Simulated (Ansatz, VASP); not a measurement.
**Two plane-wave programs on AlN**

```
Al N
1.0
     3.11300    0.00000    0.00000
    -1.55650    2.69594    0.00000
     0.00000    0.00000    4.98100
Al N
2 2
Direct
  0.66667 0.33333 0.50000
  0.33333 0.66667 0.00000
  0.66667 0.33333 0.88000
  0.33333 0.66667 0.38000
```

Alike in both runs: task single point; functional PBEsol; k mesh 10 × 10 × 6; occupations fermi-dirac, width 0.05 eV; no spin polarisation.

|  | VASP | Ansatz |
| --- | --- | --- |
| version | VASP 6.6.1 | Ansatz 0.2.0 |
| potentials or method | VASP PAW PBE potentials, release 64 (Al, N) | JTH PAW |
| plane-wave cutoff (eV) | 520 | 1320 |
| valence electrons in the cell | 16 | 16 |

VASP gave:

| Quantity | Value |
| --- | --- |
| gap on the k mesh at the Fermi level (eV) | 4.15 |
| least direct gap on the mesh (eV) | 4.15 |
| pressure (GPa) | 0.2 |
| largest component of the traceless stress (GPa) | 1.00 |
| rms of the force components (eV/Å) | 0.076 |

Q: Estimate Ansatz's values.

A: gap on the k mesh at the Fermi level (eV): 4.12; least direct gap on the mesh (eV): 4.12; pressure (GPa): 0.7; largest component of the traceless stress (GPa): 1.00; rms of the force components (eV/Å): 0.077.

Atom by atom the forces differ by 0.001 eV/Å (rms over components).

Caveats: the PAW data sets were made with another functional, which shifts forces and pressure a little (VASP). A k mesh can miss the band edges.
